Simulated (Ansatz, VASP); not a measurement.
## GaSb (d3): VASP beside Ansatz

File INCAR:

```
PREC = Accurate
ENCUT = 600
EDIFF = 1E-6
ISMEAR = -1
SIGMA = 0.15
LREAL = False
LASPH = True
NELM = 100
ALGO = Normal
ISIF = 3
LWAVE = False
LCHARG = False
GGA = PE
IVDW = 12
IBRION = 2
NSW = 80
EDIFFG = -0.001
```

KPOINTS

```
Automatic mesh
0
Gamma
  12 12 12
```

The input POSCAR:

```
GaSb
1.0
    0.0000000000      3.0646302965      3.0646302965
    3.0646302965      0.0000000000      3.0646302965
    3.0646302965      3.0646302965      0.0000000000
Ga Sb
1 1
Direct
    0.0000000000      0.0000000000      0.0000000000
    0.2500000000      0.2500000000      0.2500000000
```

Input for Ansatz:

```yaml
crystal:
  lattice:
    - [0.0, 3.0646302965, 3.0646302965]
    - [3.0646302965, 0.0, 3.0646302965]
    - [3.0646302965, 3.0646302965, 0.0]
  atoms:
    - { symbol: Ga, position: [0.0, 0.0, 0.0] }
    - { symbol: Sb, position: [0.25, 0.25, 0.25] }
basis:
  ecutwfc: 420
kpoints:
  mp_grid: { grid: [12, 12, 12] }
hamiltonian:
  xc: pbe
  dispersion: d3bj
scf:
  occupations: { method: fermi_dirac, width: 0.15 }
output:
  forces: true
  stress: true
  eigenvalues: true
relax:
  adjacent_minimum: "off"
  f_tol: 0.001
  max_steps: 60
  cell: { stress_tol: 0.01 }
```

Alike in both runs: task relaxation of cell and atoms; functional PBE; dispersion D3(BJ); k mesh 12 × 12 × 12; occupations fermi-dirac, width 0.15 eV; no spin polarisation.

|  | VASP | Ansatz |
| --- | --- | --- |
| version | VASP 6.6.1 | Ansatz 0.2.0 |
| potentials or method | VASP PAW PBE potentials, release 64 (Ga_d, Sb) | scalar-relativistic, plane waves, PAW |
| plane-wave cutoff (eV) | 600 | 420 |
| valence electrons in the cell | 18 | 28 |

Ansatz gave:

```
gap on the k mesh at the Fermi level, each at its own relaxed structure (eV) : none
relaxed volume (Å³/atom)                                                     : 28.80
relaxed cell length with the largest relative difference (Å)                 : 4.335
```

Problem. Which values does VASP return?

Solution. gap on the k mesh at the Fermi level, each at its own relaxed structure (eV): none; relaxed volume (Å³/atom): 28.84; relaxed cell length with the largest relative difference (Å): 4.337.

A gap of «none» marks a metal or a gap that the smearing closes. The two sets of potentials don't hold the same shells in valence.

Caveats: pairwise dispersion overbinds metals, which lowers pressure and volume. The runs have no spin-orbit coupling, so splittings on Sb are missing.
